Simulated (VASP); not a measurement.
# CuI (Marshite) (F-43m) in VASP: a series of runs

The runs below take CuI (Marshite) through relaxation of cell and atoms, with r2SCAN, PBEsol.

Program: VASP 6.6.1. These are calculated values, not measurements. Logs are shortened: lines on timing, memory, paths and dates and some standing lists are left out, and cuts for length are marked.

## 1. The structure

The structure is cubic, space group F-43m (No. 216). The conventional cell has a = 6.063 Å, b = 6.063 Å, c = 6.063 Å, α = 90.00°, β = 90.00°, γ = 90.00°. Around Cu (site symmetry -43m) lie 4 I at 2.63 Å. Around I (site symmetry -43m) lie 4 Cu at 2.63 Å.

## 2. Relaxation of cell and atoms, r2SCAN

INCAR

```
PREC = Accurate ; ENCUT = 600
EDIFF = 1E-6 ; ISMEAR = 0
SIGMA = 0.03 ; LREAL = False
LASPH = True ; NELM = 80
ALGO = Normal ; ISIF = 3
LWAVE = False ; LCHARG = False
METAGGA = R2SCAN ; LMIXTAU = True
IBRION = 2 ; NSW = 90
EDIFFG = -0.01
```

KPOINTS

```
regular mesh
0
Gamma
  8 8 8
```

POSCAR

```
CuI
1.0
    0.0000000000      3.0315000000      3.0315000000
    3.0315000000      0.0000000000      3.0315000000
    3.0315000000      3.0315000000      0.0000000000
Cu I
1 1
Direct
    0.2500000000      0.2500000000      0.2500000000
    0.0000000000      0.0000000000      0.0000000000
```

Potentials or basis: VASP PAW PBE potentials, release 64 (Cu, I).

On the command line:

```bash
$ cat potpaw_PBE.64/Cu/POTCAR potpaw_PBE.64/I/POTCAR > POTCAR
$ mpirun -np 1 vasp_std > vasp.out
```

OUTCAR:

```text
PREC = Accurate
   ENCUT = 600
   EDIFF = 1E-6
   ISMEAR = 0
   LREAL = False
   LASPH = True
   NELM = 80
   ISIF = 3
   METAGGA = R2SCAN
   IBRION = 2
   NSW = 90
   EDIFFG = -0.01

 ion  position               nearest neighbor table
   1  0.250  0.250  0.250-   2 2.63   2 2.63   2 2.63   2 2.63
   2  0.000  0.000  0.000-   1 2.63   1 2.63   1 2.63   1 2.63

  LATTYP: Found a face centered cubic cell.
 ALAT       =     6.0630000000

  Lattice vectors:

 A1 = (   0.0000000000,   3.0315000000,   3.0315000000)
 A2 = (   3.0315000000,   0.0000000000,   3.0315000000)
 A3 = (   3.0315000000,   3.0315000000,   0.0000000000)

Analysis of symmetry for initial positions (statically):
=====================================================================
 Subroutine PRICEL returns:
 Original cell was already a primitive cell.

 Routine SETGRP: Setting up the symmetry group for a
 face centered cubic supercell.

 Subroutine GETGRP returns: Found 24 space group operations
 (whereof 24 operations were pure point group operations)
 out of a pool of 48 trial point group operations.

The static configuration has the point symmetry T_d .

Analysis of symmetry for dynamics (positions and initial velocities):
=====================================================================
 Subroutine PRICEL returns:
 Original cell was already a primitive cell.

 Routine SETGRP: Setting up the symmetry group for a
 face centered cubic supercell.

 Subroutine GETGRP returns: Found 24 space group operations
 (whereof 24 operations were pure point group operations)
 out of a pool of 48 trial point group operations.

The dynamic configuration has the point symmetry T_d .

 Subroutine INISYM returns: Found 24 space group operations
 (whereof 24 operations are pure point group operations),
 and found     1 'primitive' translations

----------------------------------------------------------------------------------------

                                     Primitive cell

  volume of cell :      55.7189

  direct lattice vectors                    reciprocal lattice vectors
     0.000000000  3.031500000  3.031500000    -0.164934851  0.164934851  0.164934851
[... 148 lines left out ...]

 VOLUME and BASIS-vectors are now :
 -----------------------------------------------------------------------------
  energy-cutoff  :      600.00
  volume of cell :       55.72
      direct lattice vectors                 reciprocal lattice vectors
     0.000000000  3.031500000  3.031500000    -0.164934851  0.164934851  0.164934851
     3.031500000  0.000000000  3.031500000     0.164934851 -0.164934851  0.164934851
     3.031500000  3.031500000  0.000000000     0.164934851  0.164934851 -0.164934851

 POSITION                                       TOTAL-FORCE (eV/Angst)
 -----------------------------------------------------------------------------------
      1.51575      1.51575      1.51575        -0.000000      0.000000      0.000000
      0.00000      0.00000      0.00000         0.000000     -0.000000     -0.000000
 -----------------------------------------------------------------------------------
    total drift:                               -0.000011     -0.000011     -0.000011

  FREE ENERGIE OF THE ION-ELECTRON SYSTEM (eV)
  ---------------------------------------------------
  free  energy   TOTEN  =       -35.7940966511 eV

  energy  without entropy=      -35.7940966511  energy(sigma->0) =      -35.79409665

--------------------------------------- Ionic step        2  -------------------------------------------

 number of electron      17.9999998 magnetization

 Free energy of the ion-electron system (eV)
  ---------------------------------------------------
  ext. energy  EPLUGINS =         0.00000000
  ---------------------------------------------------
  free energy    TOTEN  =       -35.79716963 eV

  energy without entropy =      -35.79716963  energy(sigma->0) =      -35.79716963

 E-fermi :   4.6534     XC(G=0):  -9.5537

 val. band max:        4.4889478248   @ k =   0.0000   0.0000   0.0000
 cond. band min:       6.1656779943   @ k =   0.0000   0.0000   0.0000
 fundamental gap:      1.6767301694
 Fermi energy:         4.6533804467

 k-point     1 :       0.0000    0.0000    0.0000
  band No.  band energies     occupation
      1     -10.1514      2.00000
      2       0.5918      2.00000
      3       0.5919      2.00000
      4       0.5919      2.00000
      5       2.5659      2.00000
      6       2.5659      2.00000
      7       4.4889      2.00000
      8       4.4889      2.00000
      9       4.4889      2.00000
     10       6.1657      0.00000
     11       9.7078      0.00000
     12       9.7078      0.00000
     13       9.7078      0.00000
[... 354 lines left out ...]
  band No.  band energies     occupation
      1      -9.4356      2.00000
      2      -1.1554      2.00000
      3       0.0218      2.00000
      4       0.5578      2.00000
      5       2.4895      2.00000
      6       2.5755      2.00000
      7       2.6929      2.00000
      8       3.1402      2.00000
      9       3.4382      2.00000
     10       8.4184      0.00000
     11       9.4028      0.00000
     12      11.1265      0.00000
     13      12.3376      0.00000

 [... further k-points ...]
[... 5 lines left out ...]
  --------------------------------------------------------------------------------------
  -------------------------------------------------------------------------------------
  Total       -0.0048047     -0.0048047     -0.0048047      0.0000000     -0.0000000      0.0000000
  in kB       -0.1410952     -0.1410952     -0.1410952      0.0000000     -0.0000000      0.0000000
  external PRESSURE =      -0.1410952 kB  Pullay stress =       0.0000000 kB

 VOLUME and BASIS-vectors are now :
 -----------------------------------------------------------------------------
  energy-cutoff  :      600.00
  volume of cell :       54.56
      direct lattice vectors                 reciprocal lattice vectors
     0.000000000  3.010311129  3.010311129    -0.166095788  0.166095788  0.166095788
     3.010311129  0.000000000  3.010311129     0.166095788 -0.166095788  0.166095788
     3.010311129  3.010311129  0.000000000     0.166095788  0.166095788 -0.166095788

 POSITION                                       TOTAL-FORCE (eV/Angst)
 -----------------------------------------------------------------------------------
      1.50516      1.50516      1.50516         0.000000      0.000000      0.000000
      0.00000      3.01031      3.01031        -0.000000     -0.000000     -0.000000
 -----------------------------------------------------------------------------------
    total drift:                               -0.000009     -0.000009     -0.000009

  FREE ENERGIE OF THE ION-ELECTRON SYSTEM (eV)
  ---------------------------------------------------
  free  energy   TOTEN  =       -35.7971696315 eV

  energy  without entropy=      -35.7971696315  energy(sigma->0) =      -35.79716963

 reached required accuracy - stopping structural energy minimisation
```

OSZICAR:

```text
N       E                     dE             d eps       ncg     rms          rms(c)
DAV:   1     0.734913157659E+02    0.73491E+02   -0.86939E+03   759   0.170E+03
DAV:   2    -0.307957189754E+02   -0.10429E+03   -0.97471E+02   764   0.285E+02
DAV:   3    -0.388325991253E+02   -0.80369E+01   -0.78846E+01  1025   0.873E+01
DAV:   4    -0.390813869596E+02   -0.24879E+00   -0.24848E+00   794   0.134E+01
[... 20 lines left out ...]
DAV:   7    -0.357971005165E+02    0.56931E-04   -0.27806E-04   881   0.290E-01    0.189E-02
DAV:   8    -0.357971282632E+02   -0.27747E-04   -0.14633E-04   764   0.130E-01    0.108E-02
DAV:   9    -0.357971684897E+02   -0.40226E-04   -0.51815E-05   901   0.147E-01    0.340E-03
DAV:  10    -0.357971699189E+02   -0.14293E-05   -0.40215E-06   881   0.166E-02    0.671E-03
DAV:  11    -0.357971696315E+02    0.28741E-06   -0.10901E-07   427   0.542E-03
   2 F= -.35797170E+02 E0= -.35797170E+02  d E =-.307298E-02
```

Run time: 2.6 min. Hardware: 1 thread of AMD EPYC 9R45 (Zen 5), shared host; peak memory 0.21 GiB.

Results:

* Free energy: -35.7972 eV
* Relaxed volume: 27.28 Å³/atom
* Relaxed cell: a = 4.257 Å, b = 4.257 Å, c = 4.257 Å, α = 60.00°, β = 60.00°, γ = 60.00°
* Space group after relaxing (to 0.05 Å): F-43m (No. 216)
* Energy gained by relaxing: 1.5 meV/atom
* Ionic steps: 2
* Pressure after relaxing: 0.0 GPa
* Band gap on the k mesh: 1.68 eV, direct

The path:
```csv
step,energy change (eV),largest force (eV/Å),pressure (GPa),volume (Å³)
1,0.0000,0.0000,-0.83,55.72
2,-0.0031,0.0000,-0.01,54.56
```

Final structure:
```
Cu I
1.0
     0.00000    3.01031    3.01031
     3.01031    0.00000    3.01031
     3.01031    3.01031    0.00000
Cu I
1 1
Direct
  0.25000 0.25000 0.25000
  0.00000 0.00000 0.00000
```

Caveat: the PAW data sets were made with another functional, which shifts forces and pressure a little; spin-orbit coupling is left out, which moves the levels of the heavy elements. r2SCAN opens gaps a little over a GGA but as a rule still falls short of measured ones.

## 3. Relaxation of cell and atoms, r2SCAN

This run uses another cell than the first one, of 27.28 Å³/atom, 0.979 times its volume.

INCAR

```
PREC = Accurate ; ENCUT = 600
EDIFF = 1E-7 ; ISMEAR = 0
SIGMA = 0.03 ; LREAL = False
LASPH = True ; NELM = 80
ALGO = Normal ; ISIF = 3
LWAVE = False ; LCHARG = False
METAGGA = R2SCAN ; LMIXTAU = True
IBRION = 2 ; NSW = 90
EDIFFG = -0.005
```

KPOINTS is that of step 2.

POSCAR

```
CuI                                     
1.0
    0.0000000000      3.0103111285      3.0103111285
    3.0103111285      0.0000000000      3.0103111285
    3.0103111285      3.0103111285      0.0000000000
  Cu              I             
     1     1
Direct
     0.2500000000000000    0.2500000000000000    0.2500000000000000
     1.0000000000000000    0.0000000000000000    0.0000000000000000
```

Potentials or basis: VASP PAW PBE potentials, release 64 (Cu, I).

On the command line:

```bash
$ cat potpaw_PBE.64/Cu/POTCAR potpaw_PBE.64/I/POTCAR > POTCAR
$ mpirun -np 1 vasp_std > vasp.out
```

OUTCAR:

```text
PREC = Accurate
   ENCUT = 600
   EDIFF = 1E-7
   ISMEAR = 0
   LREAL = False
   LASPH = True
   NELM = 80
   ISIF = 3
   METAGGA = R2SCAN
   IBRION = 2
   NSW = 90
   EDIFFG = -0.005

 ion  position               nearest neighbor table
   1  0.250  0.250  0.250-   2 2.61   2 2.61   2 2.61   2 2.61
   2  0.000  0.000  0.000-   1 2.61   1 2.61   1 2.61   1 2.61

  LATTYP: Found a face centered cubic cell.
 ALAT       =     6.0206222570

  Lattice vectors:

 A1 = (   0.0000000000,   3.0103111285,   3.0103111285)
 A2 = (   3.0103111285,   0.0000000000,   3.0103111285)
 A3 = (   3.0103111285,   3.0103111285,   0.0000000000)

Analysis of symmetry for initial positions (statically):
=====================================================================
 Subroutine PRICEL returns:
 Original cell was already a primitive cell.

 Routine SETGRP: Setting up the symmetry group for a
 face centered cubic supercell.

 Subroutine GETGRP returns: Found 24 space group operations
 (whereof 24 operations were pure point group operations)
 out of a pool of 48 trial point group operations.

The static configuration has the point symmetry T_d .

Analysis of symmetry for dynamics (positions and initial velocities):
=====================================================================
 Subroutine PRICEL returns:
 Original cell was already a primitive cell.

 Routine SETGRP: Setting up the symmetry group for a
 face centered cubic supercell.

 Subroutine GETGRP returns: Found 24 space group operations
 (whereof 24 operations were pure point group operations)
 out of a pool of 48 trial point group operations.

The dynamic configuration has the point symmetry T_d .

 Subroutine INISYM returns: Found 24 space group operations
 (whereof 24 operations are pure point group operations),
 and found     1 'primitive' translations

[... 128 lines left out ...]
  energy-cutoff  :      600.00
  volume of cell :       54.56
 maximum number of plane-waves:      1841
 NGX is ok and might be reduce to    36
   NGX = 17   NGY = 17   NGZ = 17

--------------------------------------- Ionic step        1  -------------------------------------------

 number of electron      17.9999998 magnetization

 Free energy of the ion-electron system (eV)
  ---------------------------------------------------
  ext. energy  EPLUGINS =         0.00000000
  ---------------------------------------------------
  free energy    TOTEN  =       -35.79687835 eV

  energy without entropy =      -35.79687835  energy(sigma->0) =      -35.79687835

------------------------ aborting loop because EDIFF is reached ----------------------------------------

  FORCE on cell =-STRESS in cart. coord.  units (eV):
  Direction    XX          YY          ZZ          XY          YZ          ZX
  --------------------------------------------------------------------------------------
  -------------------------------------------------------------------------------------
  Total        0.0225948      0.0225948      0.0225948      0.0000000      0.0000000      0.0000000
  in kB        0.6635210      0.6635210      0.6635210      0.0000000      0.0000000      0.0000000
  external PRESSURE =       0.6635210 kB  Pullay stress =       0.0000000 kB
[... 59 lines left out ...]
--------------------------------------- Ionic step        3  -------------------------------------------

 number of electron      17.9999998 magnetization

 Free energy of the ion-electron system (eV)
  ---------------------------------------------------
  ext. energy  EPLUGINS =         0.00000000
  ---------------------------------------------------
  free energy    TOTEN  =       -35.79688212 eV

  energy without entropy =      -35.79688212  energy(sigma->0) =      -35.79688212

 E-fermi :   4.6461     XC(G=0):  -9.5506

 val. band max:        4.4817935887   @ k =   0.0000   0.0000   0.0000
 cond. band min:       6.1568099629   @ k =   0.0000   0.0000   0.0000
 fundamental gap:      1.6750163742
 Fermi energy:         4.6460604277

 k-point     1 :       0.0000    0.0000    0.0000
  band No.  band energies     occupation
      1     -10.1545      2.00000
      2       0.5878      2.00000
      3       0.5879      2.00000
      4       0.5879      2.00000
      5       2.5612      2.00000
      6       2.5612      2.00000
      7       4.4818      2.00000
      8       4.4818      2.00000
      9       4.4818      2.00000
     10       6.1568      0.00000
     11       9.7015      0.00000
     12       9.7015      0.00000
     13       9.7015      0.00000
[... 354 lines left out ...]
  band No.  band energies     occupation
      1      -9.4399      2.00000
      2      -1.1585      2.00000
      3       0.0181      2.00000
      4       0.5536      2.00000
      5       2.4850      2.00000
      6       2.5708      2.00000
      7       2.6881      2.00000
      8       3.1348      2.00000
      9       3.4325      2.00000
     10       8.4101      0.00000
     11       9.3965      0.00000
     12      11.1185      0.00000
     13      12.3290      0.00000

 [... further k-points ...]
[... 5 lines left out ...]
  --------------------------------------------------------------------------------------
  -------------------------------------------------------------------------------------
  Total       -0.0017574     -0.0017574     -0.0017574     -0.0000000     -0.0000000      0.0000000
  in kB       -0.0515741     -0.0515741     -0.0515741     -0.0000000     -0.0000000      0.0000000
  external PRESSURE =      -0.0515741 kB  Pullay stress =       0.0000000 kB
[... 17 lines left out ...]
  FREE ENERGIE OF THE ION-ELECTRON SYSTEM (eV)
  ---------------------------------------------------
  free  energy   TOTEN  =       -35.7968821241 eV

  energy  without entropy=      -35.7968821241  energy(sigma->0) =      -35.79688212

 reached required accuracy - stopping structural energy minimisation
```

CONTCAR:

```text
CuI
   1.00000000000000
     0.0000000000000000    3.0109472530981902    3.0109472530981902
     3.0109472530981902    0.0000000000000000    3.0109472530981902
     3.0109472530981902    3.0109472530981902    0.0000000000000000
  Cu              I
     1     1
Direct
     0.2500000000000000    0.2500000000000000    0.2500000000000000
     0.0000000000000000    0.0000000000000000    0.0000000000000000

  0.00000000E+00  0.00000000E+00  0.00000000E+00
  0.00000000E+00  0.00000000E+00  0.00000000E+00
```

Run time: 4 min. Hardware: 1 thread of AMD EPYC 9R45 (Zen 5), shared host; peak memory 0.21 GiB.

Results:

| Item | Value |
| --- | --- |
| Free energy | -35.7969 eV |
| Relaxed volume | 27.30 Å³/atom |
| Relaxed cell | a = 4.258 Å, b = 4.258 Å, c = 4.258 Å, α = 60.00°, β = 60.00°, γ = 60.00° |
| Space group after relaxing (to 0.05 Å) | F-43m (No. 216) |
| Energy gained by relaxing | 0.0 meV/atom |
| Ionic steps | 3 |
| Pressure after relaxing | 0.0 GPa |
| Band gap on the k mesh | 1.67 eV, direct |

Final structure:
```
Cu I
1.0
     0.00000    3.01095    3.01095
     3.01095    0.00000    3.01095
     3.01095    3.01095    0.00000
Cu I
1 1
Direct
  0.25000 0.25000 0.25000
  0.00000 0.00000 0.00000
```

Levels at points of the mesh, in eV from the valence-band top:
```tsv
k point	band 5	band 6	band 7	band 8	band 9	band 10	band 11	band 12	band 13
(0.00, 0.00, 0.00)	-1.92	-1.92	0.00	0.00	0.00	1.67	5.22	5.22	5.22
(0.50, 0.00, 0.00)	-1.89	-1.89	-1.85	-0.75	-0.75	2.57	5.73	5.73	7.76
(0.50, 0.50, 0.00)	-1.96	-1.84	-1.83	-1.57	-1.57	2.90	3.17	9.95	10.52
```

Caveat: the PAW data sets were made with another functional, which shifts forces and pressure a little; spin-orbit coupling is left out, which moves the levels of the heavy elements.

(Part 1 of 3 ends here.)
